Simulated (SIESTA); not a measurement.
**NbP under changes of volume**

One of the cells (15.781 Å³/atom); the others are scaled copies at fixed shape and fractional positions:

```
Nb P
1.0
    -1.66368    1.66368    5.70158
     1.66368   -1.66368    5.70158
     1.66368    1.66368   -5.70158
Nb P
2 2
Direct
  0.24988 0.74988 0.50000
  0.49988 0.49988 0.00000
  0.83275 0.33275 0.50000
  0.08275 0.08275 0.00000
```

The cell is a database's computed one.

```yaml
Program: SIESTA 5.4.2
Functional: PBE
Potentials_or_basis: PseudoDojo 0.4 standard (PBE files)
Basis: DZP (energy shift 0.003 Ry; two zetas on semicore shells)
Grid_cutoff: 800 Ry
Energy_shift: 0.003 Ry
k_mesh: 11 × 11 × 11
Occupations: fermi-dirac, width 0.05 eV
Spin: no spin polarisation
```

```tsv
volume (Å³/atom)	energy over the lowest point (meV/atom)	pressure (GPa)	largest force (eV/Å)
15.137	40.56	14.2	0.053
15.459	17.17	9.2	0.044
15.781	?	?	?
16.425	0.00	-2.8	0.019
16.747	9.05	-6.1	0.013
```

Q: What does the run at 15.781 Å³/atom give?

A: Energy over the lowest point 3.26 meV/atom; pressure 4.7 GPa; largest force 0.034 eV/Å.

Worked out: A Birch-Murnaghan fit of order 2 (a polynomial in V^(-2/3)) to the other rows has its minimum at 16.17 Å³/atom with B0 = V·E''(V) = 188 GPa at fixed shape and positions, which overstates the stiffness. It gives 3.25 meV/atom at 15.781 Å³/atom, against the run's 3.26, and -dE/dV = 4.8 GPa, against 4.7.

Energies are extrapolated to zero smearing.

Caveats: the basis of atomic orbitals isn't converged, which shifts pressures, moduli and gaps.
